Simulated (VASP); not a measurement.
# GaSb (rvv): single point with r2SCAN+rVV10

**What was measured.**

From a printed reference work, data compilation, for a bulk crystal of GaSb at 4.2 K: band gap 0.811 eV (direct).

GaSb (rvv):

```
Ga Sb
1.0
     0.00000    3.05230    3.05230
     3.05230    0.00000    3.05230
     3.05230    3.05230    0.00000
Ga Sb
1 1
Cartesian
  0.0000 0.0000 0.0000
  1.5262 1.5262 1.5262
```

| Item | Value |
| --- | --- |
| Program | VASP 6.6.1 |
| Task | single point |
| Functional | r2SCAN |
| Dispersion | rVV10 |
| Potentials or basis | VASP PAW PBE potentials, release 64 (Ga_d, Sb) |
| Cutoff | 520 eV |
| k mesh | 10 × 10 × 10 |
| Occupations | gaussian, width 0.02 eV |
| Spin | no spin polarisation |
| Dipole correction | no |
| Further INCAR settings | ALGO = Normal; EDIFF = 1e-07; NBANDS = 16 |

| Quantity | Value |
| --- | --- |
| Pressure | 0.2 GPa |
| Band gap on the k mesh | 0.50 eV, direct |

Levels at points of the mesh, in eV from the valence-band top:
```tsv
k point	band 6	band 7	band 8	band 9	band 10	band 11	band 12	band 13
(0.00, 0.00, 0.00)	-11.99	0.00	0.00	0.00	0.50	2.96	2.96	2.96
(0.50, 0.00, 0.00)	-10.24	-6.63	-1.23	-1.23	0.67	3.99	3.99	6.82
(0.50, 0.50, 0.00)	-9.34	-7.09	-2.73	-2.73	1.07	1.41	9.31	9.31
```

It took 75 s on 1 thread of Intel(R) Xeon(R) 6975P-C (Granite Rapids) (shared host), peak memory 0.34 GiB.

A measured gap of GaSb is 0.811 eV (direct; 4.2 K; a printed reference work, data compilation); the calculated 0.50 eV misses it by -0.31 eV. Spin-orbit coupling on Ga, Sb is left out. The value is that of r2SCAN+rVV10 on a finite k mesh, which can miss the band edges, without temperature or zero-point motion.

Caveat: the PAW data sets were made with another functional, which shifts forces and pressure a little; spin-orbit coupling is left out, which moves the levels of the heavy elements.
